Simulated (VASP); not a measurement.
Input of a VASP 6.6.1 run:

Contents of INCAR:

```
  PREC = Accurate
  ENCUT = 600
  EDIFF = 1E-6
  ISMEAR = 0
  SIGMA = 0.02
  LREAL = False
  LASPH = True
  NELM = 100
  ALGO = Normal
  ISIF = 3
  LWAVE = False
  LCHARG = False
  GGA = PE
  IBRION = 2
  NSW = 100
  EDIFFG = -0.005
```

File KPOINTS:

```
regular mesh
0
Gamma
  8 8 8
```

The input POSCAR:

```
InP
1.0
    0.0000000000      2.9305000000      2.9305000000
    2.9305000000      0.0000000000      2.9305000000
    2.9305000000      2.9305000000      0.0000000000
In P
1 1
Direct
    0.0000000000      0.0000000000      0.0000000000
    0.2500000000      0.2500000000      0.2500000000
```

Potentials or basis: VASP PAW PBE potentials, release 64 (In_d, P).

Run with:

```console
$ cat potpaw_PBE.64/In_d/POTCAR potpaw_PBE.64/P/POTCAR > POTCAR
$ mpirun -np 1 vasp_std > vasp.out
```

(1) What does it give for the band gap on the k mesh?

(2) Estimate the relaxed volume.

(3) What does it give for the space group after relaxing (to 0.05 Å)?

## Answers

(1) 0.44 eV, direct.

(2) 26.44 Å³/atom.

(3) F-43m (No. 216).

Caveat: spin-orbit coupling is left out, which moves the levels of the heavy elements.
